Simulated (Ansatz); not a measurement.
# CoO, space group R3m: a single point from a YAML input

With Ansatz 0.2.0 through its Python package.

Contents of `coo.yaml`:
```yaml
crystal:
  lattice:
    - [1.60222, 0.925042, 5.132942]
    - [-1.60222, 0.925042, 5.132942]
    - [0.0, -1.850084, 5.132942]
  atoms:
    - { symbol: Co, position: [0.999488, 0.999488, 0.999488], spin: 2.5 }
    - { symbol: Co, position: [0.499491, 0.499491, 0.499491], spin: 2.5 }
    - { symbol: O, position: [0.375496, 0.375496, 0.375496] }
    - { symbol: O, position: [0.875526, 0.875526, 0.875526] }
magnetization:
  spin_polarized: true
kpoints:
  mp_grid: { grid: [8, 8, 8] }
hamiltonian:
  xc: lda
scf:
  occupations: { method: cold, width: 0.1 }
output:
  stress: true
  eigenvalues: true
```

The cells in order, each with its output:

In [1]:
```python
import warnings

import ansatz
import numpy as np
```

In [2]:
```python
warnings.simplefilter("ignore", ansatz.DeckWarning)
```

In [3]:
```python
outcome = ansatz.Session.from_deck("coo.yaml").plan(threads=1).execute()
rep = outcome.report

rep["published_state_doubts"]
```
```text
RunWarning: the starting moments were not kept: 1 of 2 ended reversed and 1 kept their direction, counting a site from 0.1 μB. The largest reversed, site 1 (counted from 0, in the order of the report's site_moments_mub), started with +2.5 μB and closes at -1.9e0 μB in its sphere. The net magnetisation is 4.8e-4 μB in [...]
```
Out [3]:
```text
['seeded_moment_not_kept', 'stability_check_not_made']
```

In [4]:
```python
[(site.symbol, site.position_frac.round(4).tolist()) for site in outcome.lattice.sites]
```
Out [4]:
```text
[(<Element.CO: 'Co'>, [0.9995, 0.9995, 0.9995]), (<Element.CO: 'Co'>, [0.4995, 0.4995, 0.4995]),
 (<Element.O: 'O'>, [0.3755, 0.3755, 0.3755]), (<Element.O: 'O'>, [0.8755, 0.8755, 0.8755])]
```

In [5]:
```python
print("%-22s %14.5f eV" % ("F = E - TS", rep["free_energy_ev"]))
print("%-22s %14.5f eV" % ("E", rep["internal_energy_ev"]))
print("%-22s %14.5f eV" % ("Harris-Foulkes", rep["harris_foulkes_ev"]))
print("%-22s %14.5f eV" % ("Fermi level", rep["fermi_energy_ev"]))
```
```text
F = E - TS               -11233.26061 eV
E                        -11233.26510 eV
Harris-Foulkes           -11233.26061 eV
Fermi level                  10.83359 eV
```

In [6]:
```python
sigma = rep["stress_gpa"]
voigt = [sigma[0][0], sigma[1][1], sigma[2][2], sigma[1][2], sigma[0][2], sigma[0][1]]
print("stress xx yy zz yz xz xy (GPa, compression positive):", " ".join(f"{s:.3f}" for s in voigt))
print("P =", round(10 * float(np.mean(voigt[:3])), 2), "kbar")

print("site moments (muB):", [round(m, 2) for m in rep["site_moments_mub"]])
print("electrons up, down:", [round(n, 3) for n in rep["spin_occupation_sums"]])
```
```text
stress xx yy zz yz xz xy (GPa, compression positive): -17.903 -17.903 -18.937 -0.000 0.000 -0.000
P = -182.48 kbar
site moments (muB): [1.9, -1.9, 0.15, -0.15]
electrons up, down: [23.0, 23.0]
```

In [7]:
```python
print("doubts on the final state:", rep["published_state_doubts"] or "none")
print("warnings:", sorted({n["data"]["kind"] for n in outcome.notices if n["data"].get("severity") in ("warning", "doubt")}) or "none")

used = rep["setup"]
print("cutoffs (eV):", used["ecut_ev"], used["ecutrho_ev"], " FFT grid:", used["fft_dense"])
print("cell volume {:.3f} A^3, {} symmetry operations".format(used["cell_volume_ang3"], used["n_sym_ops"]))
```
```text
doubts on the final state: ['seeded_moment_not_kept', 'stability_check_not_made']
warnings: ['seeded_moment_not_kept', 'stability_check_not_made']
cutoffs (eV): 420.0 1680.0  FFT grid: [24, 24, 40]
cell volume 45.646 A^3, 6 symmetry operations
```

Caveats:
- Absolute energies stand on the zero of these potentials, so only differences at equal settings mean something. A total without «per atom» is that of the cell as typed.
- The SCF didn't keep the moments it started from (some shrank, vanished or turned); what is printed is the state reached.
- The negative TS is no error: cold and Methfessel-Paxton smearing have a generalised entropy.
- The mesh is modest for a metal, so energies can be off by several to tens of meV an atom and pressures by half a GPa or more; differences at equal mesh fare better.
- An absolute Fermi energy rests on an arbitrary zero of the periodic potential and has no direct meaning.
- Without a Hubbard U or exact exchange, semilocal functionals often make such 3d compounds metallic or too weakly gapped.
- At these settings the cell as given stands under about -18 GPa, so it isn't at this functional's equilibrium volume.
- The structure comes from a database of computed cells and needn't be a stable or known phase.
- Warnings are shown shortened and without file and line.
- The script silences the warnings on its input, which a real study should read.
- The whole script took 49 s on 1 thread of Arm Neoverse V1, on a shared host, peak memory 0.51 GiB.
